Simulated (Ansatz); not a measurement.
ZnSnN2, ordered on the zincblende lattice (P-4m2) with 4 atoms a cell was relaxed with 5 functionals in the PAW code Ansatz, cell and atoms free, the symmetry of the start kept (meshes: PBE 8×8×6, r2SCAN 6×6×6, PBEsol 6×6×6, LDA 6×6×6, HSE06 4×4×4). Computed, not measured; no magnetism was allowed, and whether the structure is a known phase isn't checked.

The r2SCAN result:
```cif
data_structure
_symmetry_space_group_name_H-M 'P 1'
_symmetry_Int_Tables_number 1
_cell_length_a 3.3820
_cell_length_b 3.3820
_cell_length_c 4.6996
_cell_angle_alpha 90.000
_cell_angle_beta 90.000
_cell_angle_gamma 90.000
_cell_volume 53.75
loop_
_atom_site_label
_atom_site_type_symbol
_atom_site_fract_x
_atom_site_fract_y
_atom_site_fract_z
_atom_site_occupancy
Zn1 Zn 0.00000 0.00000 0.00000 1
N1 N 0.00000 0.50000 0.24484 1
Sn1 Sn 0.50000 0.50000 0.50000 1
N2 N 0.50000 0.00000 0.75516 1
```

It is tetragonal, P-4m2 (No. 115); conventional cell a = 3.382 Å, c = 4.700 Å, 13.44 Å³ an atom. Zn is surrounded by 4 N at 2.05 Å; N is surrounded by 2 Zn at 2.05 Å and 2 Sn at 2.07 Å; Sn is surrounded by 4 N at 2.07 Å.

(1) How does the cell change with PBEsol?

(2) What lattice does HSE06 give?

(3) Held at the r2SCAN cell, what mean stress do LDA and PBE find, and does its sign point to their own minimum?

Results:

(1) a = 3.379 Å, c = 4.681 Å; the volume differs by -0.6 % from r2SCAN's. Zn is surrounded by 4 N at 2.03 Å; N is surrounded by 2 Zn at 2.03 Å and 2 Sn at 2.08 Å; Sn is surrounded by 4 N at 2.08 Å.

(2) a = 3.380 Å, c = 4.701 Å; the volume differs by -0.1 % from r2SCAN's. Zn has 4 N at 2.05 Å; N has 2 Zn at 2.05 Å and 2 Sn at 2.06 Å; Sn has 4 N at 2.06 Å.

(3) Yes. LDA -5.01 GPa, and its relaxed volume is -3.4 % from r2SCAN's; PBE +4.85 GPa, and its relaxed volume is +3.3 % from r2SCAN's. Compression counts positive, so a positive stress asks for a larger cell.
